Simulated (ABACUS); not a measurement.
Wanted: the native input for an ABACUS 3.10.1 run.

| Quantity | Value |
| --- | --- |
| Task | single point |
| Functional | rSCAN |
| Potentials or basis | SG15 ONCV 1.2 PBE |
| Cutoff | 1401 eV |
| Density cutoff | 5606 eV |
| Basis | plane waves |
| k mesh | 6 × 6 × 6 |
| Occupations | fermi-dirac, width 0.05 eV |
| Spin | no spin polarisation |
| Radial cutoff of the potentials (pseudo_rcut) | 10 bohr |
| SCF threshold on the density | 1e-08 |
| Max SCF steps | 100 |
| Eigensolver | dav |
| Mixing | broyden |
| Mixing share | 0.7 |
| Symmetry key | 1 |
| Bands | 15 |

The system is Na.

```
Na
1.0
    -2.14100    2.14100    2.14100
     2.14100   -2.14100    2.14100
     2.14100    2.14100   -2.14100
Na
1
Direct
  0.00000 0.00000 0.00000
```

These files were run (other wordings do the same):

INPUT

```
INPUT_PARAMETERS
suffix              Na
calculation         scf
basis_type          pw
pseudo_dir          ./
symmetry            1
dft_functional      MGGA_X_RSCAN+MGGA_C_RSCAN
ecutwfc             103
pseudo_rcut         10
nspin               1
nbands              15
ks_solver           dav
smearing_method     fd
smearing_sigma      0.00367493
scf_thr             1e-08
scf_nmax            100
mixing_type         broyden
mixing_beta         0.7
cal_force           1
cal_stress          1
mixing_tau          1
out_chg             1
out_pot             2
out_elf             1
```

STRU

```
ATOMIC_SPECIES
Na 22.9898 Na_ONCV_PBE-1.2.upf

LATTICE_CONSTANT
1.8897261246

LATTICE_VECTORS
-2.1410000000 2.1410000000 2.1410000000
2.1410000000 -2.1410000000 2.1410000000
2.1410000000 2.1410000000 -2.1410000000

ATOMIC_POSITIONS
Direct

Na
0.0
1
0.0000000000 0.0000000000 0.0000000000 1 1 1
```

KPT

```
K_POINTS
0
Gamma
6 6 6 0 0 0
```

Potentials or basis: SG15 ONCV 1.2 PBE, plane waves.

Command:

```console
$ OMP_NUM_THREADS=1 mpirun -np 4 abacus > log
```

It gave:

```json
{
  "Pressure": "-0.3 GPa",
  "Band gap on the k mesh": "none (metal or under the smearing width)"
}
```

Caveat: the potentials were made for another functional, which shifts forces and pressure.

Run time: 20 s on 4 MPI ranks on Intel(R) Xeon(R) Platinum 8488C (Sapphire Rapids) (shared host), peak memory 0.24 GiB a rank.
